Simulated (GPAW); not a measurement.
# CaSe (I4/mmm) in GPAW: relaxation of the atoms with PBE

Aim: the relaxation of the atoms of CaSe with PBE.

All numbers are computed with GPAW 26.7.0; they aren't measurements. Logs are shortened: lines on timing, memory, paths and dates and some standing lists are left out, and cuts for length are marked. The log counts tension as positive stress, the text compression.

## (1) The cell of the first run

The structure is tetragonal, space group I4/mmm (No. 139). The conventional cell has a = 4.180 Å, b = 4.180 Å, c = 5.971 Å, α = 90.00°, β = 90.00°, γ = 90.00°. Around Se (site symmetry 4/mmm) lie 6 Ca at 2.96 to 2.99 Å. Ca (site symmetry 4/mmm) is surrounded by 6 Se at 2.96 to 2.99 Å.

## (2) Relaxation of the atoms, PBE (strain = 0.01)

run.py reads:

```python
from ase.io import read, write
from ase.optimize import BFGS
from gpaw import GPAW, PW

atoms = read('POSCAR')

calc = GPAW(mode=PW(600),
            xc='PBE',
            kpts={'size': (8, 8, 8), 'gamma': True},
            occupations={'name': 'fermi-dirac', 'width': 0.05},
            nbands=16,
            convergence={'density': 1e-05, 'forces': 0.0001},
            maxiter=150,
            txt='gpaw.txt')
atoms.calc = calc
opt = BFGS(atoms, trajectory='relax.traj', logfile='-')
done = opt.run(fmax=0.02, steps=60)
calc.write('gs.gpw')
write('result.traj', atoms)
print('Converged:', done)
print('Cell:', atoms.cell.cellpar().round(4))
print('Volume:', round(atoms.get_volume(), 4))
print(atoms.get_scaled_positions().round(5))
```

POSCAR reads:

```
CaSe
1.0
    0.0000000000      2.9560000000      2.9560000000
    2.9855600000      0.0000000000      2.9560000000
    2.9855600000      2.9560000000      0.0000000000
Se Ca
1 1
Direct
    0.5000000000      0.5000000000      0.5000000000
    0.0000000000      0.0000000000      0.0000000000
```

Potentials or basis: GPAW PAW data sets (gpaw-data 1.2.1), pw.

Started as:

```bash
$ OMP_NUM_THREADS=1 python run.py
```

gpaw.txt:

```text
__  _  _
 | _ |_)|_||  |
 |__||  | ||/\| - 26.7.0

Input parameters:
  mode=PW(ecut=600.0),
  convergence={'density': 1e-05, 'forces': 0.0001},
  kpts=MonkhorstPack(size=(8, 8, 8), gamma=True),
  maxiter=150,
  nbands=16,
  occupations=Occupations(name='fermi-dirac', width=0.05),
  xc=XC(name='PBE')

Diagonalizing LCAO Hamiltonian
Converting LCAO to pw mode

                Se

       Ca

Atoms  # Å, Bohr magnetons
|   | symbol |        x |        y |        z |    initial magnetic moments |
|---|--------|----------|----------|----------|-----------------------------|
| 0 |     Se | 2.985560 | 2.956000 | 2.956000 | ( 0.0000,  0.0000,  0.0000) |
| 1 |     Ca | 0.000000 | 0.000000 | 0.000000 | ( 0.0000,  0.0000,  0.0000) |

Unit cell  # Å
| periodic |        x |        y |        z |  lengths |    angles |
|----------|----------|----------|----------|----------|-----------|
|      yes | 0.000000 | 2.956000 | 2.956000 | 4.180415 | 59.670307 |
|      yes | 2.985560 | 0.000000 | 2.956000 | 4.201369 | 60.164846 |
|      yes | 2.985560 | 2.956000 | 0.000000 | 4.201369 | 60.164846 |

Number of symmetries: 16
Symmetry operations  # r_c * U_cc + t_c -> r_c
|    | kind |            matrix            |
|----|------|------------------------------|
|  0 |  σ   |  1, 0, 0,  1, 0,-1,  1,-1, 0 |
|  1 |  C2  |  1, 0, 0,  1,-1, 0,  1, 0,-1 |
|  2 |  E   |  1, 0, 0,  0, 1, 0,  0, 0, 1 |
|  3 |  σ   |  1, 0, 0,  0, 0, 1,  0, 1, 0 |
|  4 |  C2  |  0, 1,-1,  1, 0,-1,  0, 0,-1 |
|  5 |  σ   |  0, 1,-1,  0, 1, 0, -1, 1, 0 |
|  6 |  S4  |  0, 1,-1,  0, 0,-1,  1, 0,-1 |
|  7 |  C4  |  0, 1,-1, -1, 1, 0,  0, 1, 0 |
|  8 |  S4  |  0,-1, 1,  1,-1, 0,  0,-1, 0 |
|  9 |  C4  |  0,-1, 1,  0, 0, 1, -1, 0, 1 |
| 10 |  C2  |  0,-1, 1,  0,-1, 0,  1,-1, 0 |
| 11 |  σ   |  0,-1, 1, -1, 0, 1,  0, 0, 1 |
| 12 |  C2  | -1, 0, 0,  0, 0,-1,  0,-1, 0 |
| 13 |  i   | -1, 0, 0,  0,-1, 0,  0, 0,-1 |
| 14 |  σ   | -1, 0, 0, -1, 1, 0, -1, 0, 1 |
| 15 |  C2  | -1, 0, 0, -1, 0, 1, -1, 1, 0 |

BZ-sampling:
  Number of BZ points: 512
  Number of IBZ points: 59

  Monkhorst-Pack size: [8, 8, 8]
  Monkhorst-Pack shift: [0.0625, 0.0625, 0.0625]

K-points  # in reciprocal-cell coordinates
|     |                                coordinates |     weight |
|-----|--------------------------------------------|------------|
|   0 | (  0.00000000,   0.00000000,   0.00000000) | 0.00195312 |
|   1 | (  0.00000000,   0.12500000,   0.12500000) | 0.00390625 |
|   2 | (  0.00000000,   0.25000000,   0.25000000) | 0.00390625 |
|   3 | (  0.00000000,   0.37500000,   0.37500000) | 0.00390625 |
|   4 | (  0.00000000,   0.50000000,   0.50000000) | 0.00195312 |
|   5 | (  0.12500000,   0.12500000,   0.00000000) | 0.00781250 |
|   6 | (  0.12500000,   0.12500000,   0.12500000) | 0.01562500 |
|   7 | (  0.12500000,   0.25000000,   0.12500000) | 0.01562500 |
|   8 | (  0.12500000,   0.25000000,   0.25000000) | 0.01562500 |
|   9 | (  0.12500000,   0.37500000,   0.25000000) | 0.01562500 |
| ... |                                            |            |
|  58 | (  0.50000000,   0.50000000,   0.50000000) | 0.00781250 |

Plane wave coefficients: 1791
Cutoff: 600.0 eV

Spin-components: 1 (collinear spins)
Bands:           16
Projectors:      10
Spin-degeneracy: 2
Datatype:        complex128

Parallelization:
  kpt:    1
  domain: 1
  band:   1

Density:
  Valence electrons: 16.0
  Components: 1
  Grid points: [24 24 24]
  Charge: 0.0  # |e|

Potential:
  Grid points: [24 24 24]

species:
  Se:
    name:    Selenium
    Z:       34.0
    valence: 6
    core:    28
    charge:  0.0  # [|e|]
    compensation charges:
      type: gauss
      rc: 0.27  # [Å]
      lmax: 2
    cutoffs:
      filter: 1.77  # [Å]
      core: 2.67  # [Å]
    projectors
    | kind |    occ | energy [eV] | rcut [Å] |
    |------|--------|-------------|----------|
    |   4s |  2.000 |     -17.277 |    0.847 |
    |   4p |  4.000 |      -6.512 |    1.005 |
    |    s |        |       9.935 |    0.847 |
    |    p |        |      20.699 |    1.005 |
    |    d |        |       0.000 |    0.847 |

    Using partial waves for Se as LCAO basis

  Ca:
    name:    Calcium
    Z:       20.0
    valence: 10
    core:    10
    charge:  0.0  # [|e|]
    compensation charges:
      type: gauss
      rc: 0.37  # [Å]
      lmax: 2
    cutoffs:
      filter: 2.10  # [Å]
      core: 1.17  # [Å]
    projectors
    | kind |    occ | energy [eV] | rcut [Å] |
    |------|--------|-------------|----------|
    |   3s |  2.000 |     -47.086 |    1.175 |
    |   4s |  2.000 |      -3.766 |    1.175 |
    |   3p |  6.000 |     -28.008 |    1.154 |
    |    p |        |      -0.797 |    1.154 |
    |    d |        |       0.000 |    0.937 |

    Using partial waves for Ca as LCAO basis

Reference energy: -84614.401363  # eV

eigensolver:
  PPCG
  Converge bands: occupied
  niter=2

density mixing:
  MSR1-Mixer
  Pratt-step length: 0.05
  Maximum mixing coefficient: 0.75
  Old densities: 10
  SVD Regularization: 0.005
  Good broyden scale: 1.0
  Trust region scale: 1.0
  Backstep threshold: 4.0
  History deletion threshold: 6.0
  Fourier metric: weight=20.0, sigma=0.015

occupation numbers:
  Fermi-Dirac:
    width: 0.0500  # eV

poisson solver:
  ecut: 4800.0  # eV

xc functional:
  name: PBE with 2 nearest neighbor stencil

convergence criteria:
- Maximum integral of absolute [dens]ity change: 1e-05 electrons / valence electron
- Maximum change in the atomic [forces] across last 2 cycles: 0.0001 eV/Ang OR
Maximum error relative to the maximum force is below inf
- Maximum [total energy] change in last 3 cyles: 0.0005 eV / valence electron
- Maximum integral of absolute [eigenst]ate change: 4e-08 eV^2 / valence electron
maximum number of iterations: 150

SCF iterations
|iter     | |      energy | eigst |  dens |force |
|---------|-|-------------|-------|-------|------|
|iter:   1| |   -9.556729 | +0.16 |       |      |
|iter:   2| |   -9.598505 | -1.50 | -1.20 |      |
|iter:   3| |   -9.569942 | -2.42 | -1.24 |      |
|iter:   4| |   -9.572614 | -3.37 | -1.57 |      |
|iter:   5| |   -9.569958c| -3.39 | -1.83 |      |
|iter:   6| |   -9.569937c| -5.05 | -2.66 |      |
|iter:   7| |   -9.569943c| -5.92 | -3.07 |      |
|iter:   8| |   -9.569944c| -7.15 | -3.98 |      |
|iter:   9| |   -9.569944c| -8.32c| -4.48 |      |
|iter:  10| |   -9.569944c| -8.81c| -5.39c|      |
|iter:  11| |   -9.569944c| -9.62c| -6.29c|-22.53c|

Converged in 11 steps
Energy contributions relative to reference atoms: (reference = -84614.401363)

Energy contributions:
  Kinetic:          12.757292
  Coulomb:         -10.436159
  Zero:             -0.566921
  External:          0.000000
  Xc:              -11.324156
  Entropy:          -0.000000
  Spinorbit:         0.000000
  ----------------------------
  Free energy:      -9.569944
  Extrapolated:     -9.569944

dipole moment: (-19.711977, -19.516809, -19.516809)  # |e|*Ang

Fermi level: 5.521
Eigenvalues  # (at kpt = [0.000, 0.000, 0.000])
| band index |      eig [eV] | occ [0-2] |
|------------|---------------|-----------|
|          0 |       -35.366 |     2.000 |
|          1 |       -16.385 |     2.000 |
|          2 |       -16.382 |     2.000 |
|          3 |       -16.382 |     2.000 |
|          4 |        -7.344 |     2.000 |
|          5 |         4.408 |     2.000 |
[... 8 lines left out ...]
|         14 |        14.113 |     0.000 |
|         15 |        16.629 |     0.000 |

Gap: 2.066 eV
Transition (v -> c):
  (s=0, k=0, n=7, [0.00, 0.00, 0.00]) -> (s=0, k=54, n=8, [0.50, 0.50, 0.00])
Direct/indirect transitions are different
Direct gap: 2.975 eV
Transition at: (s=0, k=4, n=7, [0.00, 0.50, 0.50])

Forces  # eV/Ang
|       x |       y |        z |
|---------|---------|----------|
| 0.00000 | 0.00000 |  0.00000 |  # Se   0
| 0.00000 | 0.00000 | -0.00000 |  # Ca   1

# Writing to gs.gpw (mode='')
```

stdout:

```text
Step          Energy          fmax
BFGS:    0       -9.569944        0.000000
Converged: True
Cell: [ 4.1804  4.2014  4.2014 59.6703 60.1648 60.1648]
Volume: 52.1753
[[0.5 0.5 0.5]
 [0.  0.  0. ]]
```

It took 27 s on 1 thread of Arm Neoverse V2, shared host; peak memory 0.18 GiB.

What came out:

```yaml
Free_energy: -9.5699 eV
Band_gap_on_the_k_mesh: 2.07 eV, indirect (least direct gap 2.98 eV)
```

Final structure:
```
Se Ca
1.0
     0.00000    2.95600    2.95600
     2.98556    0.00000    2.95600
     2.98556    2.95600    0.00000
Se Ca
1 1
Direct
  0.50000 0.50000 0.50000
  0.00000 0.00000 0.00000
```

Caveat: the density grid can change from cell to cell, which puts small steps into energies and stress; the relaxation stopped at its first step, so nothing moved; later steps reuse the first step's grids. A k mesh can miss the band edges.
